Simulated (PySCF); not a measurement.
# Telling settings apart by their effects on PBE0/6-31G* results

Settings: PySCF, density fitting, no solvent, no relativity; the PBE0-D3(BJ)/def2-SVP geometry of a molecule is the same in every run. Shieldings use GIAOs. All basis functions are spherical. Starting from PBE0/6-31G*, one thing was changed at a time: the basis to 6-311+G(2d,p), the basis to pcSseg-0, the basis to 6-31G.

Changes against PBE0/6-31G* in 4 molecules:

```json
{"molecule": "CC(C)(C)C1CC1", "changed to": "6-311+G(2d,p)", "mean 1H shielding (ppm)": "-0.28", "mean 13C shielding (ppm)": "-7.7", "HOMO energy (eV)": "-0.24"}
{"molecule": "CC(C)(C)C1CC1", "changed to": "pcSseg-0", "mean 1H shielding (ppm)": "+0.81", "mean 13C shielding (ppm)": "-2.7", "HOMO energy (eV)": "-0.48"}
{"molecule": "CC(C)(C)C1CC1", "changed to": "6-31G", "mean 1H shielding (ppm)": "+0.50", "mean 13C shielding (ppm)": "+4.2", "HOMO energy (eV)": "-0.07"}
{"molecule": "O=C1C=CC(=O)O1", "changed to": "6-311+G(2d,p)", "mean 1H shielding (ppm)": "-0.86", "mean 13C shielding (ppm)": "-19.0", "HOMO energy (eV)": "-0.34"}
{"molecule": "O=C1C=CC(=O)O1", "changed to": "pcSseg-0", "mean 1H shielding (ppm)": "+0.37", "mean 13C shielding (ppm)": "-21.8", "HOMO energy (eV)": "-0.44"}
{"molecule": "O=C1C=CC(=O)O1", "changed to": "6-31G", "mean 1H shielding (ppm)": "+0.25", "mean 13C shielding (ppm)": "+2.1", "HOMO energy (eV)": "-0.21"}
{"molecule": "CCC1CCCC1", "changed to": "6-311+G(2d,p)", "mean 1H shielding (ppm)": "-0.36", "mean 13C shielding (ppm)": "-9.3", "HOMO energy (eV)": "-0.12"}
{"molecule": "CCC1CCCC1", "changed to": "pcSseg-0", "mean 1H shielding (ppm)": "+1.01", "mean 13C shielding (ppm)": "-2.7", "HOMO energy (eV)": "-0.22"}
{"molecule": "CCC1CCCC1", "changed to": "6-31G", "mean 1H shielding (ppm)": "+0.55", "mean 13C shielding (ppm)": "+4.1", "HOMO energy (eV)": "+0.02"}
{"molecule": "CC1CCCCC1", "changed to": "6-311+G(2d,p)", "mean 1H shielding (ppm)": "-0.33", "mean 13C shielding (ppm)": "-10.2", "HOMO energy (eV)": "-0.15"}
{"molecule": "CC1CCCCC1", "changed to": "pcSseg-0", "mean 1H shielding (ppm)": "+1.07", "mean 13C shielding (ppm)": "-1.9", "HOMO energy (eV)": "-0.34"}
{"molecule": "CC1CCCCC1", "changed to": "6-31G", "mean 1H shielding (ppm)": "+0.56", "mean 13C shielding (ppm)": "+4.5", "HOMO energy (eV)": "-0.01"}
```

For `CCCCC1CC1` the PBE0/6-31G* run gave mean 1H shielding 31.02 ppm, mean 13C shielding 174.6 ppm, HOMO energy -7.62 eV. The changed runs lost their labels:

```
run  mean 1H shielding (ppm)  mean 13C shielding (ppm)  HOMO energy (eV)
  A                    31.96                     172.5             -8.12
  B                    31.58                     179.3             -7.69
  C                    30.71                     166.2             -7.84
```

Task: Which run belongs to which change?

Result: A: pcSseg-0; B: 6-31G; C: 6-311+G(2d,p).

```
run  change of mean 1H shielding (ppm), here / mean of the others  change of mean 13C shielding (ppm), here / mean of the others  change of HOMO energy (eV), here / mean of the others  next best match
  A                                                 +0.94 / +0.82                                                    -2.1 / -7.3                                          -0.50 / -0.37            6-31G
  B                                                 +0.56 / +0.46                                                    +4.7 / +3.7                                          -0.07 / -0.07         pcSseg-0
  C                                                 -0.31 / -0.46                                                   -8.4 / -11.6                                          -0.22 / -0.21            6-31G
```

Each run is given to the change whose mean effect on the other molecules lies nearest, every quantity measured in units of its scatter between molecules.

Task: Would one quantity have been enough? Give each run to the change with the nearest mean effect on that quantity alone.

Result: mean 1H shielding: 3 of 3 runs rightly; HOMO energy: 3 of 3 runs rightly; mean 13C shielding: 2 of 3 runs rightly.

Only sets that this rule tells apart clearly are shown.
